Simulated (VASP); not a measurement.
# KCl (I-4m2) in VASP: further runs

The runs below take KCl through single point, with HSE06, PBE, r2SCAN.

Program: VASP 6.6.1. These are calculated values, not measurements. Logs are shortened: lines on timing, memory, paths and dates and some standing lists are left out, and cuts for length are marked.

**1. The cell of the first run**

It takes space group I-4m2 (No. 119, tetragonal). The conventional cell has a = 5.036 Å, b = 5.036 Å, c = 7.015 Å, α = 90.00°, β = 90.00°, γ = 90.00°. K (site symmetry -4m2) is surrounded by 4 Cl at 3.07 Å. Around Cl (site symmetry -4m2) lie 4 K at 3.07 Å.

The cell was built by a generator and needn't be a form met in nature.

**2. Single point, HSE06 (biaxial_xy strain +1.5%)**

Contents of POSCAR:

```
KCl
1.0
    0.0000000000      3.5612949880      3.5072828324
    3.5612949880      0.0000000000      3.5072828324
    3.5612949880      3.5612949880      0.0000000000
K Cl
1 1
Direct
    0.0000000000      0.0000000000      0.0000000000
    0.2500000000      0.2500000000      0.2500000000
```

Contents of INCAR.step1:

```
SYSTEM = KCl
PREC     = Accurate       ! precision mode
ENCUT    = 520            ! plane-wave cutoff, eV
EDIFF    = 1E-5           ! SCF threshold, eV
ISMEAR   = 0              ! smearing method
SIGMA    = 0.01           ! smearing width, eV
LREAL    = .FALSE.        ! projectors in reciprocal space
LASPH    = .TRUE.         ! aspherical terms in the spheres
NELM     = 100            ! most SCF steps
ALGO     = Normal         ! electronic algorithm
ISIF     = 2              ! what is computed and relaxed
LWAVE    = .TRUE.         ! write WAVECAR
LCHARG   = .FALSE.        ! write CHGCAR
NBANDS   = 15             ! bands
GGA      = PE             ! functional
```

Contents of INCAR.step2:

```
SYSTEM = KCl
PREC     = Accurate       ! precision mode
ENCUT    = 520            ! plane-wave cutoff, eV
EDIFF    = 1E-7           ! SCF threshold, eV
ISMEAR   = 0              ! smearing method
SIGMA    = 0.01           ! smearing width, eV
LREAL    = .FALSE.        ! projectors in reciprocal space
LASPH    = .TRUE.         ! aspherical terms in the spheres
NELM     = 100            ! most SCF steps
ALGO     = Normal         ! electronic algorithm
ISIF     = 2              ! what is computed and relaxed
LWAVE    = .FALSE.        ! write WAVECAR
LCHARG   = .FALSE.        ! write CHGCAR
GGA      = PE             ! functional
LHFCALC  = .TRUE.         ! exact exchange
HFSCREEN = 0.2079         ! screening, 1/A
PRECFOCK = Normal       
NBANDS   = 15             ! bands
ISTART   = 1
```

Contents of KPOINTS:

```
Automatic mesh
0
G
  4 4 4
  0 0 0
```

Potentials or basis: VASP PAW PBE potentials, release 64 (K_sv, Cl).

Started as:

```console
$ cat potpaw_PBE.64/K_sv/POTCAR potpaw_PBE.64/Cl/POTCAR > POTCAR
$ cp INCAR.step1 INCAR
$ mpirun -np 1 vasp_std > vasp.out
$ cp INCAR.step2 INCAR
$ mpirun -np 1 vasp_std > vasp.out
```

OUTCAR:

```text
SYSTEM = KCl
   PREC = Accurate
   ENCUT = 520
   EDIFF = 1E-7
   ISMEAR = 0
   LREAL = .FALSE.
   LASPH = .TRUE.
   NELM = 100
   ISIF = 2
   GGA = PE
   LHFCALC = .TRUE.
   HFSCREEN = 0.2079
   PRECFOCK = Normal
   ISTART = 1

 ion  position               nearest neighbor table
   1  0.000  0.000  0.000-   2 3.07   2 3.07   2 3.07   2 3.07
   2  0.250  0.250  0.250-   1 3.07   1 3.07   1 3.07   1 3.07

  LATTYP: Found a body centered tetragonal cell.
 ALAT       =     5.0364316716
 C/A-ratio  =     1.3927649817

  Lattice vectors:

 A1 = (   0.0000000000,  -3.5612949880,  -3.5072828324)
 A2 = (   0.0000000000,   3.5612949880,  -3.5072828324)
 A3 = (   3.5612949880,   0.0000000000,   3.5072828324)

Analysis of symmetry for initial positions (statically):
=====================================================================
 Subroutine PRICEL returns:
 Original cell was already a primitive cell.

 Routine SETGRP: Setting up the symmetry group for a
 body centered tetragonal supercell.

 Subroutine GETGRP returns: Found  8 space group operations
 (whereof  8 operations were pure point group operations)
 out of a pool of 16 trial point group operations.

The static configuration has the point symmetry D_2d.

Analysis of symmetry for dynamics (positions and initial velocities):
=====================================================================
 Subroutine PRICEL returns:
 Original cell was already a primitive cell.

 Routine SETGRP: Setting up the symmetry group for a
 body centered tetragonal supercell.

 Subroutine GETGRP returns: Found  8 space group operations
 (whereof  8 operations were pure point group operations)
 out of a pool of 16 trial point group operations.

The dynamic configuration has the point symmetry D_2d.

 Subroutine INISYM returns: Found  8 space group operations
 (whereof  8 operations are pure point group operations),
 and found     1 'primitive' translations

----------------------------------------------------------------------------------------

                                     Primitive cell

  volume of cell :      88.9645

  direct lattice vectors                    reciprocal lattice vectors
     0.000000000  3.561294988  3.507282832    -0.140398367  0.140398367  0.142560502
     3.561294988  0.000000000  3.507282832     0.140398367 -0.140398367  0.142560502
[... 90 lines left out ...]
   IALGO  =     38    algorithm
   IMIX   =      1    mixing-type and parameters
     AMIX     =   0.40;   BMIX     =  1.00
     AMIX_MAG =   1.60;   BMIX_MAG =  1.00
  volume/ion in A,a.u.               =      44.48       300.18
  Fermi-wavevector in a.u.,A,eV,Ry     =   0.924079  1.746257 11.618323  0.853923
  Thomas-Fermi vector in A             =   2.049786
   LORBIT       =      0    0 simple, 1 ext, 2 COOP (PROOUT), +10 PAW based schemes
   GGA     = PE    functional components
   LHFCALC =     T    Hartree Fock is set to
   PRECFOCK=normal    Normal, Fast or Accurate (Low or Medium for compatibility)
   ENCUT4O =  -1.0   cutoff for four orbital integrals eV
   NKREDX  =     1    reduce k-point grid by
   NKREDY  =     1    reduce k-point grid by
   NKREDZ  =     1    reduce k-point grid by
   AEXX    =    0.2500 exact exchange contribution
   HFSCREEN=    0.2079 screening length (either q_TF or 0.3 A-1)
   HFSCREENC=   0.2079 screening length for correlation (either q_TF or 0.3 A-1)
   ENCUTFOCK=  -1.0 apply spherical cutoff to Coloumb kernel
   IVDW    =     0    specifies the selected vdW correction
   LEPSILON=     F    determine dielectric tensor
   LRPA    =     F    only Hartree local field effects (RPA)
 non-spin polarized calculation
 Gauss-broadening in eV      SIGMA  =   0.01
  energy-cutoff  :      520.00
  volume of cell :       88.96
 maximum number of plane-waves:      2413
 NGX is ok and might be reduce to    40
  NGX = 28; NGY = 28; NGZ = 30

 number of electron      15.9999998 magnetization

 Free energy of the ion-electron system (eV)
  ---------------------------------------------------
  ext. energy  EPLUGINS =         0.00000000
  ---------------------------------------------------
  free energy    TOTEN  =        -7.66348035 eV

  energy without entropy =       -7.66348035  energy(sigma->0) =       -7.66348035

 E-fermi :  -4.1154     XC(G=0):  -5.0708

 val. band max:       -4.2526114679   @ k =   0.5000   0.0000   0.0000
 cond. band min:       1.6977613848   @ k =   0.0000   0.0000   0.0000
 fundamental gap:      5.9503728527
 Fermi energy:        -4.1153629453

 k-point     1 :       0.0000    0.0000    0.0000
  band No.  band energies     occupation
      1     -33.6507      2.00000
      2     -17.1039      2.00000
      3     -15.7906      2.00000
      4     -15.7887      2.00000
      5     -15.7887      2.00000
      6      -4.2834      2.00000
      7      -4.2834      2.00000
      8      -4.2773      2.00000
      9       1.6978      0.00000
     10       6.6146      0.00000
     11       6.7275      0.00000
     12       7.5730      0.00000
     13       7.5730      0.00000
     14       7.6513      0.00000
[... 203 lines left out ...]
      2     -17.2921      2.00000
      3     -15.8213      2.00000
      4     -15.8158      2.00000
      5     -15.5402      2.00000
      6      -4.4786      2.00000
      7      -4.4224      2.00000
      8      -4.2580      2.00000
      9       3.8763      0.00000
     10       4.7116      0.00000
     11       6.7395      0.00000
     12       6.8275      0.00000
     13       7.3271      0.00000
     14       7.7569      0.00000
     15       8.6081      0.00000

------------------------ aborting loop because EDIFF is reached ----------------------------------------

  FORCE on cell =-STRESS in cart. coord.  units (eV):
  Direction    XX          YY          ZZ          XY          YZ          ZX
  --------------------------------------------------------------------------------------
  -------------------------------------------------------------------------------------
  Total       -0.1084345     -0.1084345     -0.0978390      0.0000000     -0.0000000      0.0000000
  in kB       -1.9528155     -1.9528155     -1.7619997      0.0000000     -0.0000000      0.0000000
  external PRESSURE =      -1.8892102 kB  Pullay stress =       0.0000000 kB

 VOLUME and BASIS-vectors are now :
 -----------------------------------------------------------------------------
  energy-cutoff  :      520.00
  volume of cell :       88.96
      direct lattice vectors                 reciprocal lattice vectors
     0.000000000  3.561294988  3.507282832    -0.140398367  0.140398367  0.142560502
     3.561294988  0.000000000  3.507282832     0.140398367 -0.140398367  0.142560502
     3.561294988  3.561294988  0.000000000     0.140398367  0.140398367 -0.142560502

 POSITION                                       TOTAL-FORCE (eV/Angst)
 -----------------------------------------------------------------------------------
      0.00000      0.00000      0.00000        -0.000000     -0.000000     -0.000000
      1.78065      1.78065      1.75364         0.000000      0.000000      0.000000
 -----------------------------------------------------------------------------------
    total drift:                                0.000001     -0.000000     -0.000002

  FREE ENERGIE OF THE ION-ELECTRON SYSTEM (eV)
  ---------------------------------------------------
  free  energy   TOTEN  =        -7.6634803536 eV

  energy  without entropy=       -7.6634803536  energy(sigma->0) =       -7.66348035
```

It took 11 min on 1 thread of Intel Xeon Platinum 8488C (Sapphire Rapids), shared host; peak memory 0.35 GiB.

Results:

| Quantity | Value |
| --- | --- |
| Free energy | -7.6635 eV |
| Pressure | -0.2 GPa |
| Band gap on the k mesh | 5.95 eV, indirect (least direct gap 5.98 eV) |

Caveat: the PAW data sets were made with another functional, which shifts forces and pressure a little. A k mesh can miss the band edges.

**3. Single point, HSE06 (shear_xy strain -1.6%)**

Contents of POSCAR:

```
KCl
1.0
   -0.0282336268      3.5072828324      3.5072828324
    3.5072828324     -0.0282336268      3.5072828324
    3.4790492056      3.4790492056      0.0000000000
K Cl
1 1
Direct
   -0.0018232074     -0.0018232074      0.0018232074
    0.2518232074      0.2518232074      0.2481767926
```

Edit INCAR.step1 of step 2 so:

```diff
@@ -13,3 +13,3 @@
 LCHARG   = .FALSE.        ! write CHGCAR
+GGA      = PE             ! functional
 NBANDS   = 15             ! bands
-GGA      = PE             ! functional
```

Edit INCAR.step2 of step 2 so:

```diff
@@ -3,3 +3,3 @@
 ENCUT    = 520            ! plane-wave cutoff, eV
-EDIFF    = 1E-7           ! SCF threshold, eV
+EDIFF    = 1E-6           ! SCF threshold, eV
 ISMEAR   = 0              ! smearing method
@@ -17,3 +17,3 @@
 PRECFOCK = Normal       
+ISTART   = 1            
 NBANDS   = 15             ! bands
-ISTART   = 1
```

Contents of KPOINTS:

```
regular mesh
0
G
  4 4 4
  0 0 0
```

Potentials or basis: VASP PAW PBE potentials, release 64 (K_sv, Cl).

Started as:

```console
$ cat potpaw_PBE.64/K_sv/POTCAR potpaw_PBE.64/Cl/POTCAR > POTCAR
$ cp INCAR.step1 INCAR
$ mpirun -np 1 vasp_std > vasp.out
$ cp INCAR.step2 INCAR
$ mpirun -np 1 vasp_std > vasp.out
```

OUTCAR:

```text
SYSTEM = KCl
   PREC = Accurate
   ENCUT = 520
   EDIFF = 1E-6
   ISMEAR = 0
   LREAL = .FALSE.
   LASPH = .TRUE.
   NELM = 100
   ISIF = 2
   GGA = PE
   LHFCALC = .TRUE.
   HFSCREEN = 0.2079
   PRECFOCK = Normal
   ISTART = 1

 ion  position               nearest neighbor table
   1  0.998  0.998  0.002-   2 3.04   2 3.04   2 3.04   2 3.04
   2  0.252  0.252  0.248-   1 3.04   1 3.04   1 3.04   1 3.04

  LATTYP: Found a body centered orthorhombic cell.
 ALAT       =     4.9201185707
[... 517 lines left out ...]
------------------------ aborting loop because EDIFF is reached ----------------------------------------

  FORCE on cell =-STRESS in cart. coord.  units (eV):
  Direction    XX          YY          ZZ          XY          YZ          ZX
  --------------------------------------------------------------------------------------
  -------------------------------------------------------------------------------------
  Total        0.0913383      0.0913383      0.0905694      0.0268863      0.0000000      0.0000000
  in kB        1.6960915      1.6960915      1.6818142      0.4992608      0.0000000      0.0000000
  external PRESSURE =       1.6913324 kB  Pullay stress =       0.0000000 kB

 VOLUME and BASIS-vectors are now :
 -----------------------------------------------------------------------------
  energy-cutoff  :      520.00
  volume of cell :       86.28
      direct lattice vectors                 reciprocal lattice vectors
    -0.028233627  3.507282832  3.507282832    -0.141422054  0.141422054  0.142560502
     3.507282832 -0.028233627  3.507282832     0.141422054 -0.141422054  0.142560502
     3.479049206  3.479049206  0.000000000     0.143717427  0.143717427 -0.142560502

 POSITION                                       TOTAL-FORCE (eV/Angst)
 -----------------------------------------------------------------------------------
      3.47905      3.47905      7.00178         0.000000      0.000000     -0.000304
      1.73952      1.73952      1.76643         0.000000      0.000000      0.000304
 -----------------------------------------------------------------------------------
    total drift:                                0.000005     -0.000005      0.000027

  FREE ENERGIE OF THE ION-ELECTRON SYSTEM (eV)
  ---------------------------------------------------
  free  energy   TOTEN  =        -7.6630180704 eV

  energy  without entropy=       -7.6630180704  energy(sigma->0) =       -7.66301807
```

OUTCAR.step1:

```text
SYSTEM = KCl
   PREC = Accurate
   ENCUT = 520
   EDIFF = 1E-5
   ISMEAR = 0
   LREAL = .FALSE.
   LASPH = .TRUE.
[... 540 lines left out ...]
      3.47905      3.47905      7.00178        -0.000000     -0.000000     -0.000792
      1.73952      1.73952      1.76643         0.000000      0.000000      0.000792
 -----------------------------------------------------------------------------------
    total drift:                               -0.000000     -0.000000     -0.000004

  FREE ENERGIE OF THE ION-ELECTRON SYSTEM (eV)
  ---------------------------------------------------
  free  energy   TOTEN  =        -6.6183979022 eV

  energy  without entropy=       -6.6183979022  energy(sigma->0) =       -6.61839790
```

OSZICAR.step1:

```text
N       E                     dE             d eps       ncg     rms          rms(c)
DAV:   1     0.104170260826E+03    0.10417E+03   -0.66933E+03   540   0.910E+02
DAV:   2     0.964456993706E+00   -0.10321E+03   -0.95819E+02   703   0.228E+02
DAV:   3    -0.678999976519E+01   -0.77545E+01   -0.77161E+01   764   0.551E+01
DAV:   4    -0.710017855564E+01   -0.31018E+00   -0.31011E+00   857   0.102E+01
DAV:   5    -0.710212479877E+01   -0.19462E-02   -0.19462E-02   750   0.907E-01    0.347E+00
DAV:   6    -0.663208280623E+01    0.47004E+00   -0.69971E-01   694   0.375E+00    0.271E+00
DAV:   7    -0.659029330375E+01    0.41790E-01   -0.18948E-01   736   0.213E+00    0.165E+00
DAV:   8    -0.661356538031E+01   -0.23272E-01   -0.29662E-02   711   0.115E+00    0.310E-01
DAV:   9    -0.661566044443E+01   -0.20951E-02   -0.22106E-03   729   0.249E-01    0.168E-01
DAV:  10    -0.661834958769E+01   -0.26891E-02   -0.18974E-03   554   0.265E-01    0.352E-02
DAV:  11    -0.661838799217E+01   -0.38404E-04   -0.73840E-05   689   0.575E-02    0.939E-03
DAV:  12    -0.661839790223E+01   -0.99101E-05   -0.96311E-06   563   0.257E-02
   1 F= -.66183979E+01 E0= -.66183979E+01  d E =-.303973E-82
```

It took 11 min on 1 thread of Intel Xeon Platinum 8488C (Sapphire Rapids), shared host; peak memory 0.35 GiB.

What came out:

| Item | Value |
| --- | --- |
| Free energy | -7.6630 eV |
| Pressure | 0.2 GPa |
| Band gap on the k mesh | 6.01 eV, indirect (least direct gap 6.04 eV) |

Caveat: the PAW data sets were made with another functional, which shifts forces and pressure a little. A k mesh can miss the band edges.

(Continued in part 2 of 2.)
